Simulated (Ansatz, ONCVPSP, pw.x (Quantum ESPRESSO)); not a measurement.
What a changed setting does to a pw.x run (fcc Tc)

Potential: optimised norm-conserving Vanderbilt (ONCV), ONCVPSP 4.0.1.1 (patched build), PBE; core [Ar] 3d10, reference 4s2 4p6 4d5 5s1.75 5p0.25; waves: 4s+5s: rc 2.05 bohr, ncon 4, nbas 9, qcut 5.1 1/bohr, 2 projectors; 4p+5p: rc 1.90 bohr, ncon 4, nbas 8, qcut 7 1/bohr, 3 projectors, debl 3.7 Ha; 4d: rc 2.10 bohr, ncon 5, nbas 9, qcut 7.6 1/bohr, 2 projectors, debl 3.4 Ha; local part: polynomial inside 1.40 bohr (lpopt 3, dvloc0 2 Ha); core correction: Teter function, fcfact 4.25, rcfact 1.5.

The reference run (k-mesh 15³, cutoffs 55/220 Ry, Fermi–Dirac 0.01 Ry, mixing_beta 0.4, conv_thr 1e-9, no spin) gives 0.31 GPa at 14.543 Å³/atom, where all-electron LAPW gives -0.46 GPa. This run, with its own iteration cap, changes k-mesh shift to 1.

```
&control
  calculation='scf', prefix='x', pseudo_dir='./', outdir='./tmp', tstress=.true., disk_io='none'
/
&system
  ibrav=0, nat=1, ntyp=1, ecutwfc=55, ecutrho=220, nbnd=15,
  occupations='smearing', smearing='fd', degauss=0.01
/
&electrons
  conv_thr=1e-09, mixing_beta=0.4, electron_maxstep=50
/
ATOMIC_SPECIES
Tc 1.0 Tc.UPF
CELL_PARAMETERS angstrom
  0.00000000 1.93734962 1.93734962
  1.93734962 0.00000000 1.93734962
  1.93734962 1.93734962 0.00000000
ATOMIC_POSITIONS crystal
Tc 0.0000 0.0000 0.0000
K_POINTS automatic
15 15 15 1 1 1
```

```bash
pw.x < Tc.scf.in > Tc.scf.out
```

Q: How does the run end?

A: It converges in 7 iterations; the free energy moves by +1.9 meV/atom and the pressure by +0.13 GPa.

```
Message from routine setup:
     using ibrav=0 with symmetry is DISCOURAGED, use correct ibrav instead
     lattice parameter (alat)  =       5.1775  a.u.
     unit-cell volume          =      98.1410 (a.u.)^3
     number of electrons       =        15.00
     number of Kohn-Sham states=           15
     kinetic-energy cutoff     =      55.0000  Ry
     charge density cutoff     =     220.0000  Ry
     scf convergence threshold =      1.0E-09
     Exchange-correlation= PBE
     number of k points=   344  Fermi-Dirac smearing, width (Ry)=  0.0100
     iteration #  1     ecut=    55.00 Ry     beta= 0.40
     total energy              =    -174.23508897 Ry
     estimated scf accuracy    <       0.04207827 Ry
     iteration #  2     ecut=    55.00 Ry     beta= 0.40
     total energy              =    -174.24004388 Ry
     estimated scf accuracy    <       0.00200891 Ry
     iteration #  3     ecut=    55.00 Ry     beta= 0.40
     total energy              =    -174.24025791 Ry
     estimated scf accuracy    <       0.00025625 Ry
     iteration #  4     ecut=    55.00 Ry     beta= 0.40
     total energy              =    -174.24026670 Ry
     estimated scf accuracy    <       0.00000342 Ry
     iteration #  5     ecut=    55.00 Ry     beta= 0.40
     total energy              =    -174.24026747 Ry
     estimated scf accuracy    <       0.00000017 Ry
     iteration #  6     ecut=    55.00 Ry     beta= 0.40
     total energy              =    -174.24026749 Ry
     estimated scf accuracy    <          5.5E-09 Ry
     iteration #  7     ecut=    55.00 Ry     beta= 0.40
     the Fermi energy is    22.0910 ev
!    total energy              =    -174.24026749 Ry
     estimated scf accuracy    <          5.9E-10 Ry
     smearing contrib. (-TS)   =      -0.00502808 Ry
     The total energy is F=E-TS. E is the sum of the following terms:
     one-electron contribution =     -26.06998849 Ry
     hartree contribution      =      23.87855942 Ry
     xc contribution           =     -31.15648344 Ry
     ewald contribution        =    -140.88732689 Ry
     convergence has been achieved in   7 iterations
          total   stress  (Ry/bohr**3)                   (kbar)     P=        4.39
     Message from routine punch:
     Nothing written, as per user request (disk_io='none')
```

The run took about 57 s on one core of a shared host (Neoverse-N1, 64 threads, 124 GiB, load 57).
